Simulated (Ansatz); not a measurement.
Re:

```
CELL_PARAMETERS angstrom
2.79713 0.00000 0.00000
-1.39857 2.42239 0.00000
0.00000 0.00000 4.51687
ATOMIC_POSITIONS crystal
Re 0.66667 0.33333 0.75000
Re 0.33333 0.66667 0.25000
```

The cell isn't the ideal one: volume scaled by 1.04.

| Quantity | Value |
| --- | --- |
| Program | Ansatz 0.2.0 |
| Task | relaxation of cell and atoms |
| Functional | LDA |
| Potentials or basis | all-electron LAPW, scalar-relativistic |
| Basis error allowed | 0.001 eV/atom |
| k mesh | 11 × 11 × 6 |
| Occupations | methfessel-paxton, width 0.1 eV |
| Spin | no spin polarisation |

At the start: volume 15.30 Å³/atom.

Q: How do energy, volume and symmetry change on relaxing?

A: Over 5 steps the energy falls by 74.2 meV/atom and the volume is 14.33 Å³/atom (-6.4 %); space group P6_3/mmc (No. 194, to 0.05 Å).

Step by step:
| step | energy change (eV) | largest force (eV/Å) | volume (Å³) |
| --- | --- | --- | --- |
| 1 | 0.0000 | 0.0000 | 30.61 |
| 2 | -0.1455 | 0.0000 | 28.91 |
| 3 | -0.1485 | 0.0000 | 28.65 |
| 4 | -0.1485 | 0.0000 | 28.66 |
| 5 | -0.1485 | 0.0000 | 28.66 |

Final structure:
```
Re
1.0
     2.73730    0.00000    0.00000
    -1.36865    2.37057    0.00000
     0.00000    0.00000    4.41597
Re
2
Cartesian
  1.3686 0.7902 3.3120
  0.0000 1.5804 1.1040
```
